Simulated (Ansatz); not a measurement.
# Ga6AsP5 (zincblende [001] superlattice): a band-gap study from PBEsol to G0W0 at the band limit

The study climbs from cheap functionals to G0W0 on Ga6AsP5 (zincblende [001] superlattice) and then asks what each convergence step is worth.

Method: density functionals, hybrids, G0W0, plane waves, PAW, in Ansatz 0.2.0.

This is a report of a sequence of runs, with most program output left out.

## (1) The structure

The cell holds 12 atoms: 6 Ga, 1 As and 5 P. Cell: a = 3.874 Å, b = 3.874 Å, c = 16.404 Å, α = 90.0°, β = 90.0°, γ = 90.0°. It derives from GaAs. Regions: GaAs, 2 atoms (1 Ga and 1 As); GaP, 10 atoms (5 Ga and 5 P). The structure's axis is c.

The structure was relaxed with PBEsol. The runs that relaxed it are not among those shown.

## (2) PBEsol bands

Levels along a band path, at the cheap level, show where the edges lie and whether the meshes to come will hold them.

This step: DFT, PBEsol, plane waves, PAW; PAW set soft_1.

Contents of input.yaml:

```yaml
crystal:
  lattice:
    - [3.8743988236, 0.0, 0.0]
    - [0.0, 3.8743988236, 0.0]
    - [0.0, 0.0, 16.4043047053]
  atoms:
    - { symbol: Ga, position: [0.0, 0.0, 0.0412541376] }
    - { symbol: As, position: [0.5, 0.0, 0.1296876506] }
    - { symbol: Ga, position: [0.5, 0.5, 0.2181211637] }
    - { symbol: P, position: [0.0, 0.5, 0.300410162] }
    - { symbol: Ga, position: [0.0, 0.0, 0.3828148675] }
    - { symbol: P, position: [0.5, 0.0, 0.4651022242] }
    - { symbol: Ga, position: [0.5, 0.5, 0.5473946758] }
    - { symbol: P, position: [0.0, 0.5, 0.6296876506] }
    - { symbol: Ga, position: [0.0, 0.0, 0.7119806254] }
    - { symbol: P, position: [0.5, 0.0, 0.794273077] }
    - { symbol: Ga, position: [0.5, 0.5, 0.8765604337] }
    - { symbol: P, position: [0.0, 0.5, 0.9589651392] }
kpoints:
  mp_grid: { grid: [6, 6, 2] }
  band_path:
    path:
      - [[0.0, 0.0, 0.0], [0.0, 0.5, 0.0], [0.5, 0.5, 0.0], [0.0, 0.0, 0.0], [0.0, 0.0, 0.5], [0.0, 0.5, 0.5], [0.5, 0.5, 0.5], [0.0, 0.0, 0.5]]
      - [[0.0, 0.5, 0.0], [0.0, 0.5, 0.5]]
      - [[0.5, 0.5, 0.0], [0.5, 0.5, 0.5]]
    npoints: 10
hamiltonian:
  xc: pbesol
  pseudopotentials: { kind: paw, azcp: { folder: soft_1 }, xc_functional: pbe }
scf:
  occupations: { method: fermi_dirac, width: 0.02 }
  n_extra_bands: 8
output:
  eigenvalues: true
  write_density: true
  write_potential: true
  elf: true
  volumetric_format: npy
```

Started as:

```console
$ ansatz run input.yaml --threads 2 --pin off --max-ram 73728MiB --backend cuda --events-out ev --progress --plain --runs-dir out --devices 1 --max-vram 13GiB
```

Wall time 16 s (1 × NVIDIA H100 80GB HBM3 (shared by 6 runs) with 2 threads of AMD EPYC 7R13 (Zen 3), shared host); peak memory 1.1 GiB; 6.5 s of CPU time.

Numbers from this step:

| Property | Result |
| --- | --- |
| filled bands | 59 |
| gap | 1.358 eV |
| valence top at | Γ |
| conduction bottom at | M |
| least direct gap | 1.395 eV |

The gap is indirect, with the least direct gap 0.04 eV higher.

Electronic bands along the path, in eV, zero at the top of the highest nominally filled band:

```csv
point,band 56,band 57,band 58,band 59,band 60,band 61,band 62,band 63
Γ,-0.96,-0.03,0.00,0.00,1.39,1.49,1.49,1.58
halfway,-0.86,-0.85,-0.81,-0.25,1.92,2.00,2.04,2.36
X,-1.31,-1.31,-1.30,-0.70,2.00,2.00,2.02,2.06
halfway,-2.05,-2.00,-2.00,-1.98,2.43,2.51,2.56,2.60
M,-2.79,-2.74,-2.74,-2.70,1.36,1.54,1.67,1.67
halfway,-1.74,-1.72,-1.20,-1.17,2.02,3.08,3.16,3.42
Γ,-0.96,-0.03,0.00,0.00,1.39,1.49,1.49,1.58
halfway,-0.69,-0.34,-0.09,-0.09,1.37,1.41,1.69,1.78
Z,-0.46,-0.46,-0.24,-0.24,1.36,1.36,1.89,1.90
halfway,-0.91,-0.88,-0.60,-0.34,2.03,2.07,2.20,2.25
R,-1.28,-1.17,-1.15,-0.70,1.43,1.46,2.70,2.73
halfway,-2.27,-2.15,-2.00,-2.00,2.17,2.25,2.30,2.37
A,-2.98,-2.98,-2.98,-2.87,1.84,1.99,2.01,2.15
halfway,-1.52,-1.51,-1.27,-1.22,2.60,2.60,2.95,3.03
Z,-0.46,-0.46,-0.24,-0.24,1.36,1.36,1.89,1.90
jump to X,-1.31,-1.31,-1.30,-0.70,2.00,2.00,2.02,2.06
halfway,-1.32,-1.31,-1.28,-0.70,1.61,1.63,2.42,2.47
R,-1.28,-1.17,-1.15,-0.70,1.43,1.46,2.70,2.73
jump to M,-2.79,-2.74,-2.74,-2.70,1.36,1.54,1.67,1.67
halfway,-2.85,-2.82,-2.82,-2.76,1.50,1.67,1.81,1.81
A,-2.98,-2.98,-2.98,-2.87,1.84,1.99,2.01,2.15
```

ELF in the ca plane at fractional y = 0.000, with atoms of Ga and As and P within 0.2 Å of it. It is the smooth field of the valence electrons, not physical close to the nuclei.

Values, 6 rows by 16 columns, each cell a mean:
```
0.13 0.31 0.32 0.05 0.10 0.20 0.15 0.41 0.11 0.05 0.22 0.11 0.39 0.19 0.03 0.19
0.29 0.66 0.58 0.25 0.04 0.19 0.54 0.77 0.44 0.05 0.14 0.40 0.79 0.56 0.10 0.10
0.30 0.50 0.31 0.44 0.04 0.10 0.68 0.24 0.63 0.10 0.04 0.54 0.39 0.56 0.23 0.02
0.31 0.58 0.40 0.40 0.03 0.12 0.69 0.44 0.60 0.09 0.06 0.54 0.56 0.59 0.20 0.04
0.25 0.58 0.56 0.18 0.06 0.21 0.41 0.72 0.33 0.04 0.18 0.31 0.72 0.46 0.06 0.13
0.11 0.23 0.22 0.03 0.11 0.19 0.12 0.29 0.06 0.06 0.23 0.07 0.29 0.11 0.03 0.21
```
Columns run along c (16.4 Å), rows up along a (3.9 Å). Atoms in or near the plane, at fractional coordinates: Ga at (0.04, 0.00), As at (0.13, 0.50), Ga at (0.38, 0.00), P at (0.47, 0.50), Ga at (0.71, 0.00), P at (0.79, 0.50).

Valence density in the ca plane at fractional y = 0.000, with atoms of Ga and As and P within 0.2 Å of it. It is the smooth field of the valence electrons, not physical close to the nuclei.

Ten steps, logarithmic in the rise over the least value, from '0' (0 e/Å³) to '9' (35 e/Å³), each cell a mean:
```
38841000000000137841000000000268621000000001
13321110000000013321100000000123211100000000
01112221000000001112211000000001122110000000
00113663100000000122221100000000122121000000
00125995100000000121012100000000121011100000
00124884100000000122112100000000121121100000
00112332100000000112221000000001122211000000
11111111000000011211110000000011111110000000
25531100000000125531100000000146421000000001
49951000000000149951000000000279831000000001
```
Columns run along c (16.4 Å), rows up along a (3.9 Å). Atoms in or near the plane, at fractional coordinates: Ga at (0.04, 0.00), As at (0.13, 0.50), Ga at (0.38, 0.00), P at (0.47, 0.50), Ga at (0.71, 0.00), P at (0.79, 0.50).

## (3) PBEsol+SOC

The many-body steps leave out spin-orbit coupling, so its effect is taken from a two-component run, with twice the bands.

This step: DFT, PBEsol with spin-orbit coupling, plane waves, PAW; PAW set soft_1.

Edit input.yaml of step 2 so:

```diff
@@ -22,17 +22,19 @@
     path:
-      - [[0.0, 0.0, 0.0], [0.0, 0.5, 0.0], [0.5, 0.5, 0.0], [0.0, 0.0, 0.0], [0.0, 0.0, 0.5], [0.0, 0.5, 0.5], [0.5, 0.5, 0.5], [0.0, 0.0, 0.5]]
-      - [[0.0, 0.5, 0.0], [0.0, 0.5, 0.5]]
-      - [[0.5, 0.5, 0.0], [0.5, 0.5, 0.5]]
-    npoints: 10
+      - [0.0, 0.0, 0.0]
+      - [0.0, 0.5, 0.0]
+      - [0.5, 0.5, 0.0]
+      - [0.0, 0.0, 0.5]
+      - [0.0, 0.5, 0.5]
+      - [0.5, 0.5, 0.5]
+    npoints: 1
 hamiltonian:
   xc: pbesol
-  pseudopotentials: { kind: paw, azcp: { folder: soft_1 }, xc_functional: pbe }
+  pseudopotentials: { kind: paw_fr, azcp: { folder: soft_1 }, xc_functional: pbe }
 scf:
-  occupations: { method: fermi_dirac, width: 0.02 }
-  n_extra_bands: 8
+  occupations: { method: fixed }
+  n_extra_bands: 16
+magnetization:
+  noncollinear: true
+  spin_orbit: true
 output:
   eigenvalues: true
-  write_density: true
-  write_potential: true
-  elf: true
-  volumetric_format: npy
```

It took 10 s on 1 × NVIDIA H100 80GB HBM3 (shared by 6 runs) with 2 threads; peak memory 1.2 GiB; 11 s of CPU time.

This step gave:

| Item | Value |
| --- | --- |
| gap | 1.307 eV |
| valence top at | Γ |
| conduction bottom at | M |
| least direct gap | 1.344 eV |

The gap stands −0.05 eV against PBEsol.

## (4) HSE06

HSE06 mixes in a quarter of exact exchange at short range. Exchange couples all pairs of k points, which makes a full band path dear, so levels are read on the mesh and at chosen points.

This step: DFT, HSE06, plane waves, PAW; PAW set soft_1.

Edit input.yaml of step 3 so:

```diff
@@ -19,3 +19,3 @@
 kpoints:
-  mp_grid: { grid: [6, 6, 2] }
+  mp_grid: { grid: [4, 4, 2] }
   band_path:
@@ -30,10 +30,7 @@
 hamiltonian:
-  xc: pbesol
-  pseudopotentials: { kind: paw_fr, azcp: { folder: soft_1 }, xc_functional: pbe }
+  xc: hse06
+  pseudopotentials: { kind: paw, azcp: { folder: soft_1 } }
 scf:
   occupations: { method: fixed }
-  n_extra_bands: 16
-magnetization:
-  noncollinear: true
-  spin_orbit: true
+  n_extra_bands: 8
 output:
```

The job ended after 50 s (1 × NVIDIA H100 80GB HBM3 (shared by 6 runs) with 2 threads; peak memory 1.9 GiB; 74 s of CPU time).

Numbers from this step:

```
gap                  : 2.120 eV
valence top at       : Γ
conduction bottom at : M
least direct gap     : 2.173 eV
```

The gap stands +0.76 eV against PBEsol.

## (5) G0W0, 4×4×2 mesh, 259 empty bands, screening to 60 eV, PAW set soft_1 files

Now the one-shot GW correction: screening in the RPA, then the self-energy of the levels asked for. This step takes PAW set soft_1 files.

This step: G0W0 on PBEsol, plane waves, PAW; PAW set soft_1.

Edit input.yaml of step 4 so:

```diff
@@ -20,18 +20,12 @@
   mp_grid: { grid: [4, 4, 2] }
-  band_path:
-    path:
-      - [0.0, 0.0, 0.0]
-      - [0.0, 0.5, 0.0]
-      - [0.5, 0.5, 0.0]
-      - [0.0, 0.0, 0.5]
-      - [0.0, 0.5, 0.5]
-      - [0.5, 0.5, 0.5]
-    npoints: 1
 hamiltonian:
-  xc: hse06
-  pseudopotentials: { kind: paw, azcp: { folder: soft_1 } }
+  xc: pbesol
+  pseudopotentials: { kind: paw, azcp: { folder: soft_1 }, xc_functional: pbe }
 scf:
   occupations: { method: fixed }
-  n_extra_bands: 8
-output:
-  eigenvalues: true
+gw:
+  n_empty_bands: 259
+  ecut_chi: 60
+  qp_bands: [v4, c4]
+  qp_kpoints: band_edges
+  screening: { model: contour_deformation }
```

Wall time 25 s (1 × NVIDIA H100 80GB HBM3 (shared by 6 runs) with 2 threads); peak memory 1.6 GiB; 30 s of CPU time.

This step gave:

```
bands summed                                 : 318
RPA ε∞ on this mesh (eigenvalues)            : 11.67, 15.12, 15.12
plane waves in the screening matrix          : 281
G0W0 gap on the mesh                         : 1.766 eV
k of the valence top                         : 0, 0, 0
k of the conduction bottom                   : -0.5, -0.5, 0
starting gap on the mesh                     : 1.347 eV
least direct G0W0 gap on the computed points : 1.829 eV
```

The gap on the mesh goes from 1.35 eV to 1.77 eV, a correction of +0.42 eV. Between the two edge states, bare exchange in place of the xc potential would open the gap by 5.50 eV, and correlation takes back 5.08 eV.

## (6) G0W0, 4×4×2 mesh, 1027 empty bands, screening to 150 eV, PAW set soft_1 files

Bands and screening cutoff are moved together, since each hides the error of the other.

Edit input.yaml of step 5 so:

```diff
@@ -26,4 +26,4 @@
 gw:
-  n_empty_bands: 259
-  ecut_chi: 60
+  n_empty_bands: 1027
+  ecut_chi: 150.0
   qp_bands: [v4, c4]
```

Elapsed: 98 s, on 1 × NVIDIA H100 80GB HBM3 (shared by 6 runs) with 2 threads; peak memory 4.3 GiB.

This step gave:

* bands summed: 1086
* RPA ε∞ on this mesh (eigenvalues): 11.62, 15.06, 15.06
* plane waves in the screening matrix: 1029
* q-points in the mesh: 32
* G0W0 gap on the mesh: 1.969 eV
* k of the valence top: 0, 0, 0
* k of the conduction bottom: -0.5, -0.5, 0
* starting gap on the mesh: 1.347 eV
* Z at the valence top: 0.7669
* Z at the conduction bottom: 0.7932
* least direct G0W0 gap on the computed points: 2.026 eV

Against the run with 4×4×2 mesh, 259 empty bands, screening to 60 eV, PAW set soft_1 files, the gap moves by +0.20 eV.

Limits: finite bands, cutoff and mesh; no spin-orbit coupling; coarse k mesh. v1 is the top filled band, c1 the lowest empty one. Levels before and after the correction, in eV, zero at the valence-band top of each column:

```csv
,conduction bottom,valence top
Kohn-Sham,1.35,0.00
G0W0,1.97,0.00
```

```csv
,level,occupation,energy (eV)
Kohn-Sham,Γ v3,2,-0.034
Kohn-Sham,Γ v2-v1,2,0.000
Kohn-Sham,Γ c1,0,1.382
Kohn-Sham,Γ c2,0,1.477
Kohn-Sham,Γ c3,0,1.482
Kohn-Sham,(-0.5 -0.5 0) v3-v2,2,-2.749
Kohn-Sham,(-0.5 -0.5 0) v1,2,-2.703
Kohn-Sham,(-0.5 -0.5 0) c1,0,1.348
Kohn-Sham,(-0.5 -0.5 0) c2,0,1.526
Kohn-Sham,(-0.5 -0.5 0) c3,0,1.658
G0W0,Γ v3,2,-0.002
G0W0,Γ v2-v1,2,0.000
G0W0,Γ c1,0,2.026
G0W0,Γ c2,0,2.195
G0W0,Γ c3,0,2.283
G0W0,(-0.5 -0.5 0) v3-v2,2,-2.799
G0W0,(-0.5 -0.5 0) v1,2,-2.752
G0W0,(-0.5 -0.5 0) c1,0,1.969
G0W0,(-0.5 -0.5 0) c2,0,2.135
G0W0,(-0.5 -0.5 0) c3,0,2.376
```

The parts of the quasiparticle energy at the two band edges (eV; QP = start + Σx + Σc − Vxc):

```csv
run,edge,start,Σx,Σc,Vxc,Z,QP
318 bands,valence top,7.24,-17.13,1.56,-15.42,0.77,7.09
318 bands,conduction bottom,8.59,-7.06,-3.53,-10.85,0.79,8.86
1086 bands,valence top,7.24,-17.13,1.15,-15.42,0.77,6.68
1086 bands,conduction bottom,8.59,-7.06,-3.73,-10.85,0.79,8.65
```

## (7) The ladder

Times are wall times on 1 × NVIDIA H100 80GB HBM3 (shared by 6 runs) with 2 threads of AMD EPYC 7R13 (Zen 3), shared host, good to a factor of about two. G0W0 rows are gaps on the mesh, lowered by the amount that the mesh misses the start's edges, a rough step that assumes the same correction there.

```csv
level,gap (eV),least direct gap (eV),time
PBEsol,1.36,1.39,16 s
PBEsol+SOC,1.31,1.34,10 s
HSE06,2.12,2.17,50 s
G0W0@PBEsol (259 empty bands),1.77,-,25 s
G0W0@PBEsol (1027 empty bands),1.97,-,98 s
```

## (8) Adding up the best estimate

```csv
term,eV,running total (eV)
"G0W0 on the mesh, top rung",1.969,1.969
"to the limit, by a line in one over the bands through the two top rungs",+0.084,2.053
"spin-orbit change, from PBEsol",−0.051,2.002
```

## (9) Outcome

```
PBEsol gap                                        : 1.36 eV, indirect (only 37 meV under the direct gap)
HSE06                                             : 2.12 eV
G0W0, top rung on the mesh                        : 1.97 eV
best estimate, G0W0@PBEsol with spin-orbit change : 2.00 eV
GW settings of the top rung                       : 4×4×2 mesh, 1027 empty bands, screening to 150 eV, PAW set soft_1 files
known limits                                      : one-shot GW, static lattice; one k mesh, untested; coarse k mesh
```

What this shows: The best estimate for G0W0@PBEsol is 2.00 eV, indirect (only 37 meV under the direct gap) by PBEsol+SOC, against 1.31 eV at the start (both with spin-orbit coupling). The limit rests on the two highest rungs, unchecked by another pair. Among the functionals HSE06 comes nearest: +0.07 eV from the estimate without its spin-orbit term (2.05 eV). All runs took 3.3 min, 62 % of it in G0W0. The 4×4×2 mesh is coarse for this cell (its supercell is 15 Å along the shortest edge). The RPA ε∞ on it, from the PBEsol start, is 11.62 and 15.06; such meshes misread the long-range screening, most where the gap is narrow.

[Paths, hosts, dates, memory and timing lines, banners, echoed tables and standing remarks are left out of the program output.]

[Logs are printed without paths, hosts, clocks, repeated set-up lines and the standing remarks that a program may print on its own settings, such as how far it seeks lower states.]

[Runs of the session that timed out or met a known fault of the program may be left out.]

[Cells called generated may have been cut or substituted from an entry of the Crystallography Open Database or the Materials Project.]

[Hosts, paths, dates, database ids (printed as entryN), source tags and the programs' standing remarks are cut or masked in the printed files.]
